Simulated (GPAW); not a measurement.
# Zn K-edge XANES of zinc-blende (ZnS)₁₋ₓ(ZnSe)ₓ at x = 0, part 2 of 2

What does the Zn K edge look like in zinc-blende (ZnS)₁₋ₓ(ZnSe)ₓ at x = 0?

GPAW 26.7.0; X-ray absorption from dipole matrix elements to empty bands, plane-wave PAW LDA.

So far. Step 2 (The field without a hole): The mesh shows a gap of 1.84 eV. The excited electron is kept all the same, so that all members of the series, with or without a gap, are treated alike.

### Step 4. Spectrum with XCH, Zn atom 1

The holes are 7.7 Å apart. In GPAW the data set carries the hole's charge, so charge=0 means a charged cell and charge=-1 a neutral one. The excited electron is kept in the cell, where it fills the lowest empty states and screens the hole. After the field has converged, empty bands are computed with the density fixed and the dipole matrix elements are summed.

The absorber has 4 S at 2.34 Å (tetrahedral).

xas.py reads:

```python
import numpy as np
from ase import Atoms
from ase.parallel import parprint, paropen
from gpaw import GPAW, PW, FermiDirac, Mixer, MixerDif, setup_paths
from gpaw.test import gen
setup_paths.insert(0, '.')
gen('Zn', name='fch1s', xcname='LDA', corehole=(1, 0, 1), write_xml=True)
from gpaw.mpi import world
world.barrier()

atoms = Atoms('ZnSZnSZnSZnSZnSZnSZnSZnS',
    cell=[[0, 5.41, 5.41],
     [5.41, 0, 5.41],
     [5.41, 5.41, 0]],
    scaled_positions=[[0, 0, 0],
     [0.125, 0.125, 0.125],
     [0, 0, 0.5],
     [0.125, 0.125, 0.625],
     [0, 0.5, 0],
     [0.125, 0.625, 0.125],
     [0, 0.5, 0.5],
     [0.125, 0.625, 0.625],
     [0.5, 0, 0],
     [0.625, 0.125, 0.125],
     [0.5, 0, 0.5],
     [0.625, 0.125, 0.625],
     [0.5, 0.5, 0],
     [0.625, 0.625, 0.125],
     [0.5, 0.5, 0.5],
     [0.625, 0.625, 0.625]],
    pbc=True)
atoms.calc = calc = GPAW(legacy_gpaw=True, mode=PW(400, force_complex_dtype=True), xc='LDA', setups={0: 'fch1s'},
    kpts={'size': (3, 3, 3), 'gamma': True}, occupations=FermiDirac(0.04),
    charge=-1, mixer=Mixer(0.1, 5, 50), maxiter=150,
    convergence={'density': 0.0001, 'eigenstates': 1e-6}, txt='scf.txt')
energy = atoms.get_potential_energy() + calc.get_reference_energy()
ef = calc.get_fermi_level()
out = dict(energy=energy, fermi=ef, forces=atoms.get_forces().tolist())
parprint(f'all-electron energy {energy:.4f} eV, Fermi level {ef:.4f} eV')
ev = np.array([[calc.get_eigenvalues(k, s) for k in range(len(calc.get_ibz_k_points()))] for s in range(calc.get_number_of_spins())])
out['homo'], out['lumo'], out['counts'] = ev[ev < ef].max(), ev[ev > ef].min(), sorted(set((ev < ef).sum((0, 2)).tolist()))
out['filled'] = (ev[:, 0] < ef).sum(1).tolist()

from ase.units import Ha
from gpaw.xas import dipole_matrix_elements
nb = int(calc.get_number_of_electrons() / 2) + 162
top, nb = nb, nb + 8 + nb // 12
nscf = calc.fixed_density(kpts={'size': (4, 4, 4), 'gamma': True}, nbands=nb,
    convergence={'bands': top, 'eigenstates': 5e-3}, maxiter=60, txt='nscf.txt')
cell = atoms.cell.array
ops = [cell.T @ U.T @ np.linalg.inv(cell.T) for U in nscf.wfs.kd.symmetry.op_scc]
filled = [72]  # bands filled in the ground state, by spin
E = np.arange(-6, 30, 0.1)
fwhm = np.interp(E, [4, 25], [1.67, 3.5])
Y, X, zero, highest = 0, 0, 1e9, 1e9
for spin in range(nscf.get_number_of_spins()):
    wfs = nscf.wfs
    mine = wfs.bd.get_slice()  # this rank's bands
    A = dipole_matrix_elements(wfs.setups[0])
    eps = np.zeros((wfs.kd.nibzkpts, nb))
    d = np.zeros((3, A.shape[1], wfs.kd.nibzkpts, nb), complex)
    for kpt in wfs.kpt_u:
        if kpt.s == spin and 0 in kpt.P_ani:
            eps[kpt.k, mine] = kpt.eps_n * Ha
            d[:, :, kpt.k, mine] = (kpt.weight * wfs.nspins / 2) ** 0.5 * np.inner(A, kpt.P_ani[0])
    world.sum(eps)
    world.sum(d)
    T = np.einsum('amkn,bmkn->abkn', d, d.conj()).real
    T = sum(np.einsum('ai,ijkn,bj->abkn', R, T, R) for R in ops) / len(ops)
    empty = np.ones_like(eps, bool) & (np.arange(nb) >= filled[spin])
    zero, highest = min(zero, eps[empty].min()), min(highest, eps[:, top - 1].min())
    lines = [(eps, T, empty)] if spin == 0 else lines + [(eps, T, empty)]
for eps, T, empty in lines:
    f = np.einsum('aakn->akn', T).reshape(3, -1)
    x = eps.ravel() - zero
    w = np.interp(x, E, fwhm) / 2.35482
    g = np.exp(-0.5 * ((E[:, None] - x) / w) ** 2) / (w * (2 * np.pi) ** 0.5)
    Y = Y + (f * empty.ravel()) @ g.T
    X = X + (f * ~empty.ravel()) @ g.T
out.update(E=E.round(2).tolist(), xas=Y.tolist(), xes=X.tolist(), zero=zero, valid=highest - zero, nk=len(eps), nb=nb)
for i in range(0, len(E), 10):
    parprint(f'{E[i]:7.2f}', *(f'{v:10.3e}' for v in Y[:, i]))
import json
with paropen('out.json', 'w') as f:
    json.dump(out, f)
```

Launch:

```bash
OMP_NUM_THREADS=1 mpirun -n 4 gpaw python xas.py
```

Numbers of over 12 decimals in the logs are rounded to 6 here.

Output:

```text
Input parameters:
  charge: -1
  convergence: {density: 0.0001,
                eigenstates: 1e-06}
  kpts: {gamma: True,
         size: (3, 3, 3)}
  maxiter: 150
  mixer: {backend: pulay,
          beta: 0.1,
          method: separate,
          nmaxold: 5,
          weight: 50}
  mode: {ecut: 400.0,
         force_complex_dtype: True,
         name: pw}
  occupations: {fixmagmom: False,
                name: fermi-dirac,
                width: 0.04}
  setups: {0: fch1s}

Initialize ...

[... PAW data sets ...]

Reference energy: -467220.211035  # eV

Spin-paired calculation

[... convergence settings ...]
Symmetries present (total): 24
  [... symmetry matrices ...]

27 k-points: 3 x 3 x 3 Monkhorst-Pack grid
4 k-points in the irreducible part of the Brillouin zone
       k-points in crystal coordinates                weights
   0:     0.00000000    0.00000000    0.00000000          1/27
   1:     0.33333333    0.33333333   -0.33333333         12/27
   2:     0.33333333    0.33333333    0.00000000          6/27
   3:     0.33333333    0.33333333    0.33333333          8/27

Wave functions: Plane wave expansion
  Cutoff energy: 400.000 eV
  Number of coefficients (min, max): 5730, 5769
  Pulay-stress correction: 0.000000 eV/Ang^3 (de/decut=0.000000)
  Using FFTW library
  Wavefunction extrapolation:
    Improved wavefunction reuse through dual PAW basis

Occupation numbers: Fermi-Dirac:
  width: 0.0400  # eV

Eigensolver
   Davidson(niter=2)

Densities:
  Coarse grid: 36*36*36 grid
  Fine grid: 72*72*72 grid
  Total Charge: 0.000000

Density mixing:
  Method: separate
  Backend: pulay
  Linear mixing parameter: 0.1
  old densities: 5
  Width of damping distribution: 1.1
  Damping of long wavelength oscillations: 50

[... Hamiltonian set-up ...]
Number of atoms: 16
Number of atomic orbitals: 104
Number of bands in calculation: 91
Number of valence electrons: 145
Bands to converge: occupied

... initialized

Initializing position-dependent things.

Density initialized from atomic densities
Creating initial wave functions:
  91 bands from LCAO basis set

                            S
                    S
                        Zn
                     S
               Zn
             S   Zn       S

         Zn       S   Zn
                    S
              Zn
           S
               Zn
       Zn

Atomic positions and initial magnetic moments

Positions:
   0 Zn     0.000000    0.000000    0.000000    ( 0.0000,  0.0000,  0.0000)
   1 S      1.352500    1.352500    1.352500    ( 0.0000,  0.0000,  0.0000)
   2 Zn     2.705000    2.705000    0.000000    ( 0.0000,  0.0000,  0.0000)
   3 S      4.057500    4.057500    1.352500    ( 0.0000,  0.0000,  0.0000)
   4 Zn     2.705000    0.000000    2.705000    ( 0.0000,  0.0000,  0.0000)
   5 S      4.057500    1.352500    4.057500    ( 0.0000,  0.0000,  0.0000)
   6 Zn     5.410000    2.705000    2.705000    ( 0.0000,  0.0000,  0.0000)
[...]
13 S      4.057500    4.057500    6.762500    ( 0.0000,  0.0000,  0.0000)
  14 Zn     5.410000    5.410000    5.410000    ( 0.0000,  0.0000,  0.0000)
  15 S      6.762500    6.762500    6.762500    ( 0.0000,  0.0000,  0.0000)

Unit cell:
           periodic     x           y           z      points  spacing
  1. axis:    yes    0.000000    5.410000    5.410000    36     0.1735
  2. axis:    yes    5.410000    0.000000    5.410000    36     0.1735
  3. axis:    yes    5.410000    5.410000    0.000000    36     0.1735

  Lengths:   7.650895   7.650895   7.650895
  Angles:   60.000000  60.000000  60.000000

Effective grid spacing dv^(1/3) = 0.1893

iter:   1   -75.558798
iter:   2   -74.333912   -0.14  -1.20
iter:   3   -72.147038   -0.90  -1.28
iter:   4   -72.156243   -1.66  -1.54
iter:   5   -72.073733   -1.80  -1.57
iter:   6   -72.015217   -2.61  -2.13
iter:   7   -71.992410   -2.86  -2.24
iter:   8   -71.990702c  -3.67  -2.81
iter:   9   -71.989626c  -4.04  -2.97
iter:  10   -71.989212c  -4.58  -3.29
iter:  11   -71.989216c  -5.15  -3.49
iter:  12   -71.989228c  -5.83  -3.45
iter:  13   -71.989143c  -5.64  -3.56
iter:  14   -71.989147c  -6.61c -3.84
iter:  15   -71.989147c  -7.01c -4.09c

Converged after 15 iterations.

Dipole moment: (-24.272824, -24.272824, -24.272824) |e|*Ang

Energy contributions relative to reference atoms: (reference = -467220.211035)

Kinetic:        +84.426195
Potential:      -73.377535
External:        +0.000000
XC:             -83.130486
Entropy (-ST):   -0.014861
Local:           +0.100109
SIC:             +0.000000
--------------------------
Free energy:    -71.996578
Extrapolated:   -71.989147

Showing only first 2 kpts
 Kpt  Band  Eigenvalues  Occupancy
  0    70      3.44182    2.00000
  0    71      3.44182    2.00000
  0    72      4.98036    2.00000
  0    73      5.98031    1.99998

  1    70      2.31930    2.00000
  1    71      3.06296    2.00000
  1    72      6.77502    0.00057
[...]
Fermi level: 6.44882

No gap
No difference between direct/indirect transitions

Forces in eV/Ang:
  0 Zn    0.00000    0.00000   -0.00000
  1 S     0.23191    0.23191    0.23191
  2 Zn   -0.00000    0.00000   -0.13124
  3 S    -0.23191   -0.23191    0.23191
  4 Zn   -0.00000   -0.13124   -0.00000
  5 S    -0.23191    0.23191   -0.23191
  6 Zn    0.13124    0.00000   -0.00000
[...]
13 S    -0.00318   -0.00318    0.00318
 14 Zn    0.00000    0.00000   -0.00000
 15 S     0.00318    0.00318    0.00318
Scalar-relativistic atomic LDA calculation for Zn (Zinc, Z=30)
Core hole in 1s state (1s occupation: 1.0)
600 radial gridpoints.
|------------------------------------------------|
|------------------------------------------------|
[... the atom generator's iteration count ...]

Energy contributions:
-------------------------
Kinetic:    +1455.313461
XC:           -60.592874
Potential:  -2831.921453
-------------------------
Total:      -1437.200866

state      eigenvalue         ekin         rmax
-----------------------------------------------
1s^1.0 :  -362.370562   457.247084        0.033
2s^2.0 :   -45.586324    89.692358        0.186
2p^6.0 :   -40.551796    88.902557        0.147
3s^2.0 :    -5.578362    20.178333        0.572
3p^6.0 :    -3.921210    18.278078        0.568
3d^10.0:    -1.035193    13.091422        0.530
4s^2.0 :    -0.603317     2.163486        1.866
4p^0.0 :    -0.343743     1.345124        2.300
-----------------------------------------------
(units: Bohr and Hartree)

Generating PAW setup
Kinetic energy of the core from tauc = 1332.765430
Cutoffs:
rc(s)=2.430
rc(p)=2.400
rc(d)=2.230
rc(vbar)=2.260
rc(comp)=2.200
rc(nct)=2.430

Kinetic energy of the core states: 1320.072273
Charge: 1.0
Core electrons: 17.0
Valence electrons: 12.0
Pseudo-core charge: 0.063801
Shape function alpha=2.066
Pseudo-electron charge 3.436182
state    eigenvalue         norm
--------------------------------
4s(2) :    -0.603317     1.206269
*s    :     0.396683
4p(0) :    -0.343743     1.021921
*p    :     0.656257
3d(10):    -1.035193     0.095984
*d    :    -0.035193
--------------------------------

Diagonalizing with gridspacing h=0.050

state   all-electron     PAW
-------------------------------
4s:      -0.603317    -0.603615
4p:      -0.343743    -0.343956
3d:      -1.035193    -1.035651
*f:                   -0.018332
-------------------------------
all-electron energy -467292.2002 eV, Fermi level 6.4488 eV
[...]
27.00  1.683e-07  1.683e-07  1.683e-07
  28.00  1.792e-07  1.792e-07  1.792e-07
  29.00  1.770e-07  1.770e-07  1.770e-07
```

The job ended after 79 s (4 MPI ranks of Arm Neoverse V2, shared host; peak memory 0.47 GiB).

The Zn K spectrum, Zn atom 1, excited-electron core hole (neutral cell) (energy from the bottom of the conduction band, which holds the excited electron; intensity scaled to a mean of 1 over the first 20 eV):

```
E (eV)  intensity
 -2.00       0.00
 -1.25       0.00
 -0.50       0.01
  0.25       0.05
  1.00       0.22
  1.75       0.57
  2.50       0.94
  3.25       1.19
  4.00       1.62
  4.75       1.99
  5.50       1.74
  6.25       1.13
  7.00       0.80
  7.75       0.85
  8.50       1.00
  9.25       0.97
 10.00       0.87
 10.75       0.89
 11.50       0.99
 12.25       1.04
 13.00       1.03
 13.75       1.02
 14.50       1.00
 15.25       1.00
 16.00       1.00
 16.75       1.00
 17.50       0.99
 18.25       0.97
 19.00       0.93
 19.75       0.86
 20.50       0.79
 21.25       0.76
 22.00       0.77
 22.75       0.79
 23.50       0.82
 24.25       0.83
 25.00       0.83
 25.75       0.86
 26.50       0.92
 27.25       0.98
```

Main maxima below 27 eV (height): 4.8 eV (2.00), 8.8 eV (1.02) and 12.4 eV (1.04). A K edge sees empty p states on the absorber.

The total-energy difference is 9673.40 eV. One term is added: -30.82 eV, since the hole is spin-paired here and a spin-polarised one costs that much less in the free atom (computed apart). The photon energy is then 9642.58 eV. The tabulated edge of the element is 9659 eV. The functional leaves an error in such absolute values: in the free atom LDA prices this hole 19.1 eV below PBE (computed apart), and PBE is itself good to a few eV.

### Step 5. Cell without a hole, the energy reference

The absorbing element, whose data set is made anew, changes for the next run, so it gets a reference energy of its own.

scf.py reads:

```python
import numpy as np
from ase import Atoms
from ase.parallel import parprint, paropen
from gpaw import GPAW, PW, FermiDirac, Mixer, MixerDif, setup_paths
from gpaw.test import gen
setup_paths.insert(0, '.')
gen('S', name='nch1s', xcname='LDA', corehole=(1, 0, 0), write_xml=True)
from gpaw.mpi import world
world.barrier()

atoms = Atoms('ZnSZnSZnSZnSZnSZnSZnSZnS',
    cell=[[0, 5.41, 5.41],
     [5.41, 0, 5.41],
     [5.41, 5.41, 0]],
    scaled_positions=[[0, 0, 0],
     [0.125, 0.125, 0.125],
     [0, 0, 0.5],
     [0.125, 0.125, 0.625],
     [0, 0.5, 0],
     [0.125, 0.625, 0.125],
     [0, 0.5, 0.5],
     [0.125, 0.625, 0.625],
     [0.5, 0, 0],
     [0.625, 0.125, 0.125],
     [0.5, 0, 0.5],
     [0.625, 0.125, 0.625],
     [0.5, 0.5, 0],
     [0.625, 0.625, 0.125],
     [0.5, 0.5, 0.5],
     [0.625, 0.625, 0.625]],
    pbc=True)
atoms.calc = calc = GPAW(legacy_gpaw=True, mode=PW(400, force_complex_dtype=True), xc='LDA', setups={1: 'nch1s'},
    kpts={'size': (3, 3, 3), 'gamma': True}, occupations=FermiDirac(0.02),
    charge=0, mixer=Mixer(0.1, 5, 50), maxiter=150,
    convergence={'density': 0.0001, 'eigenstates': 1e-6}, txt='scf.txt')
energy = atoms.get_potential_energy() + calc.get_reference_energy()
ef = calc.get_fermi_level()
out = dict(energy=energy, fermi=ef, forces=atoms.get_forces().tolist())
parprint(f'all-electron energy {energy:.4f} eV, Fermi level {ef:.4f} eV')
ev = np.array([[calc.get_eigenvalues(k, s) for k in range(len(calc.get_ibz_k_points()))] for s in range(calc.get_number_of_spins())])
out['homo'], out['lumo'], out['counts'] = ev[ev < ef].max(), ev[ev > ef].min(), sorted(set((ev < ef).sum((0, 2)).tolist()))
out['filled'] = (ev[:, 0] < ef).sum(1).tolist()
import json
with paropen('out.json', 'w') as f:
    json.dump(out, f)
```

Launch:

```bash
OMP_NUM_THREADS=1 mpirun -n 4 gpaw python scf.py
```

Output:

```text
Input parameters:
  convergence: {density: 0.0001,
                eigenstates: 1e-06}
  kpts: {gamma: True,
         size: (3, 3, 3)}
  maxiter: 150
  mixer: {backend: pulay,
          beta: 0.1,
          method: separate,
          nmaxold: 5,
          weight: 50}
  mode: {ecut: 400.0,
         force_complex_dtype: True,
         name: pw}
  occupations: {fixmagmom: False,
                name: fermi-dirac,
[...]
3s(2) :    -0.634959     1.191395
*s    :     0.365041
3p(4) :    -0.261139     0.997058
*p    :     0.738861
*d    :     0.000000
--------------------------------

Diagonalizing with gridspacing h=0.050

state   all-electron     PAW
-------------------------------
3s:      -0.634959    -0.635587
3p:      -0.261139    -0.261554
*d:                    0.043150
*f:                    0.074695
-------------------------------
all-electron energy -476965.5993 eV, Fermi level 4.0451 eV
[key lines of the parts left out:]
Converged after 19 iterations.
Dipole moment: (-24.237348, -24.237348, -24.237348) |e|*Ang
Free energy:    -65.714131
Fermi level: 4.04505
```

Elapsed: 32 s, on 4 MPI ranks; peak memory 0.26 GiB; 2.1 min of CPU time.

Reference energy: -476965.599 eV with the cores included.

### Step 6. Spectrum with XCH, S atom 2

The holes are 7.7 Å apart. The excited electron is kept in the cell, where it fills the lowest empty states and screens the hole. After the field has converged, empty bands are computed with the density fixed and the dipole matrix elements are summed.

The absorber has 4 Zn at 2.34 Å (tetrahedral).

xas.py, as its differences from that of step 4:

```diff
@@ -6,3 +6,3 @@
 setup_paths.insert(0, '.')
-gen('Zn', name='fch1s', xcname='LDA', corehole=(1, 0, 1), write_xml=True)
+gen('S', name='fch1s', xcname='LDA', corehole=(1, 0, 1), write_xml=True)
 from gpaw.mpi import world
@@ -31,3 +31,3 @@
     pbc=True)
-atoms.calc = calc = GPAW(legacy_gpaw=True, mode=PW(400, force_complex_dtype=True), xc='LDA', setups={0: 'fch1s'},
+atoms.calc = calc = GPAW(legacy_gpaw=True, mode=PW(400, force_complex_dtype=True), xc='LDA', setups={1: 'fch1s'},
     kpts={'size': (3, 3, 3), 'gamma': True}, occupations=FermiDirac(0.04),
@@ -53,3 +53,3 @@
 E = np.arange(-6, 30, 0.1)
-fwhm = np.interp(E, [4, 25], [1.67, 3.5])
+fwhm = np.interp(E, [4, 25], [0.9, 3.5])
 Y, X, zero, highest = 0, 0, 1e9, 1e9
@@ -58,3 +58,3 @@
     mine = wfs.bd.get_slice()  # this rank's bands
-    A = dipole_matrix_elements(wfs.setups[0])
+    A = dipole_matrix_elements(wfs.setups[1])
     eps = np.zeros((wfs.kd.nibzkpts, nb))
@@ -62,5 +62,5 @@
     for kpt in wfs.kpt_u:
-        if kpt.s == spin and 0 in kpt.P_ani:
+        if kpt.s == spin and 1 in kpt.P_ani:
             eps[kpt.k, mine] = kpt.eps_n * Ha
-            d[:, :, kpt.k, mine] = (kpt.weight * wfs.nspins / 2) ** 0.5 * np.inner(A, kpt.P_ani[0])
+            d[:, :, kpt.k, mine] = (kpt.weight * wfs.nspins / 2) ** 0.5 * np.inner(A, kpt.P_ani[1])
     world.sum(eps)
```

Launch:

```bash
OMP_NUM_THREADS=1 mpirun -n 4 gpaw python xas.py
```

Output:

```text
Input parameters:
  charge: -1
  convergence: {density: 0.0001,
                eigenstates: 1e-06}
  kpts: {gamma: True,
         size: (3, 3, 3)}
  maxiter: 150
  mixer: {backend: pulay,
          beta: 0.1,
          method: separate,
          nmaxold: 5,
          weight: 50}
  mode: {ecut: 400.0,
         force_complex_dtype: True,
         name: pw}
  occupations: {fixmagmom: False,
[...]
*p    :     0.277888
*d    :     0.000000
--------------------------------

Diagonalizing with gridspacing h=0.050

state   all-electron     PAW
-------------------------------
3s:      -1.141348    -1.142157
3p:      -0.722112    -0.722797
*d:                   -0.153507
*f:                   -0.016109
-------------------------------
all-electron energy -474490.3282 eV, Fermi level 6.4306 eV
[...]
28.00  3.219e-06  3.219e-06  3.219e-06
  29.00  3.021e-06  3.021e-06  3.021e-06
[key lines of the parts left out:]
Converged after 15 iterations.
Dipole moment: (-24.446416, -24.446416, -24.446416) |e|*Ang
Free energy:    -75.482714
Fermi level: 6.43057
```

Elapsed: 2.4 min, on 4 MPI ranks; peak memory 0.48 GiB; 9.4 min of CPU time.

The S K spectrum, S atom 2, excited-electron core hole (neutral cell) (energy from the bottom of the conduction band, which holds the excited electron; intensity scaled to a mean of 1 over the first 20 eV):

```
E (eV)  intensity
  -2.0       0.00
  -1.5       0.00
  -1.0       0.00
  -0.5       0.00
   0.0       0.01
   0.5       0.10
   1.0       0.35
   1.5       0.89
   2.0       1.53
   2.5       1.89
   3.0       1.86
   3.5       1.56
   4.0       1.88
   4.5       1.37
   5.0       1.06
   5.5       1.36
   6.0       1.69
   6.5       1.76
   7.0       1.43
   7.5       1.08
   8.0       0.94
   8.5       0.94
   9.0       0.94
   9.5       0.79
  10.0       0.58
  10.5       0.46
  11.0       0.45
  11.5       0.52
  12.0       0.61
  12.5       0.72
  13.0       0.86
  13.5       0.99
  14.0       1.09
  14.5       1.14
  15.0       1.14
  15.5       1.12
  16.0       1.06
  16.5       0.98
  17.0       0.89
  17.5       0.81
  18.0       0.74
  18.5       0.69
  19.0       0.65
  19.5       0.63
  20.0       0.63
  20.5       0.63
  21.0       0.65
  21.5       0.67
  22.0       0.70
  22.5       0.71
  23.0       0.71
  23.5       0.71
  24.0       0.71
  24.5       0.72
  25.0       0.76
  25.5       0.82
  26.0       0.91
  26.5       1.01
  27.0       1.10
  27.5       1.16
```

Main maxima below 24 eV (height): 2.7 eV (1.94), 4.0 eV (1.88), 6.3 eV (1.78) and 14.8 eV (1.14). 

The total-energy difference is 2475.27 eV. One term is added: -16.82 eV, since the hole is spin-paired here and a spin-polarised one costs that much less in the free atom (computed apart). The photon energy is then 2458.45 eV. The functional leaves an error in such absolute values: in the free atom LDA prices this hole 9.1 eV below PBE (computed apart), and PBE is itself good to a few eV.

### Step 7. Outcome

```yaml
absorber_and_edge: Zn K, atom 1 of the ground-state input (counted from 1)
surroundings: 4 S at 2.34 Å (tetrahedral)
highest_intensity_below_24_ev: 4.8 eV above the zero, height 2.00
photon_energy_of_the_zero_with_the_added_terms: 9642.6 eV (raw 9673.4 eV; LDA puts this hole about 19 eV below PBE, itself good to a few eV)
```

The Zn K edge of atom 1, with 4 S at 2.34 Å (tetrahedral), has its highest intensity of the first 24 eV at 4.8 eV above the zero, near 9647 eV in photon energy (LDA puts this hole about 19 eV below PBE, itself good to a few eV), 2.0 times the mean level of the first 20 eV (Gaussian full width 1.67 eV up to 4 eV, rising linearly to 3.5 eV at 25 eV). The script folds with a Gaussian, whereas the core hole's own line is a Lorentzian, so the onset is too steep and the first peak too high.

[Banner, clock and machine lines of the logs are left out without a mark of their own.]

[Logs are printed without paths, hosts, clocks, repeated set-up lines and the standing remarks that a program may print on its own settings, such as how far it seeks lower states.]

[Hosts, paths, dates, database ids (printed as entryN), source tags and the programs' standing remarks are cut or masked in the printed files.]

[Lists of maxima count a maximum above −3 eV only where it reaches 4 % of the highest in the window and stands out from its surroundings by 2 % of it (1.5 % where it reaches 55 %); shoulders and weaker maxima are passed over, and of the rest the first, up to two pre-edge ones and the few strongest are named.]
